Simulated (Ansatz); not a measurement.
# Ru (Ru, omega (AlB2-type)): the cost of one run

Method: DFT PBE, plane waves (420 eV) with PAW, scalar-relativistic, in Ansatz 0.2.0.

## Step 1: The starting structure

Symmetry: P6/mmm, No. 191, hexagonal system. Conventional cell: a = 4.247 Å, b = 4.247 Å, c = 2.603 Å, α = 90.00°, β = 90.00°, γ = 120.00°. Around Ru (site symmetry 6/mmm) lie 14 Ru at 2.60 to 2.78 Å. Around Ru (site symmetry -6m2) lie 11 Ru at 2.45 to 2.78 Å.

As a file:

```
CELL_PARAMETERS angstrom
4.24692 0.00000 0.00000
-2.12346 3.67794 0.00000
0.00000 0.00000 2.60336
ATOMIC_POSITIONS crystal
Ru 0.00000 0.00000 0.00000
Ru 0.33333 0.66667 0.50000
Ru 0.66667 0.33333 0.50000
```

The atoms start with moments of +1 ×3 μB.

## Step 2: Relaxing cell and atoms

input.yaml reads:

```yaml
crystal:
  lattice:
    - [4.2469224303, 0.0, 0.0]
    - [-2.1234612151, 3.6779427125, 0.0]
    - [0.0, 0.0, 2.6033634498]
  atoms:
    - { symbol: Ru, position: [0.0, 0.0, 0.0], spin: 1.0 }
    - { symbol: Ru, position: [0.3333333333, 0.6666666667, 0.5], spin: 1.0 }
    - { symbol: Ru, position: [0.6666666667, 0.3333333333, 0.5], spin: 1.0 }
hamiltonian:
  xc: pbe
  pseudopotentials:
    kind: paw
    azcp:
      Ru: "pseudopotentials/Ru.paw.azcp"
basis:
  ecutwfc: 420
  fft_grid_basis: typed
kpoints:
  mp_grid: { grid: [9, 9, 12], shift: [0, 0, 0] }
magnetization:
  spin_polarized: true
scf:
  occupations: { method: fermi_dirac, width: 0.05 }
relax:
  max_steps: 60
  f_tol: 0.01
  cell: {}
```

Launch:

```console
$ ansatz run input.yaml --threads 2 --pin off --max-ram 6144MiB --backend cpu --events-out ev --progress --plain --runs-dir out
```

**Question.** How long does this run take on 2 threads of Arm Neoverse V1, shared host, and how much memory does it need?

About 46 s, with a peak of 0.41 GiB.
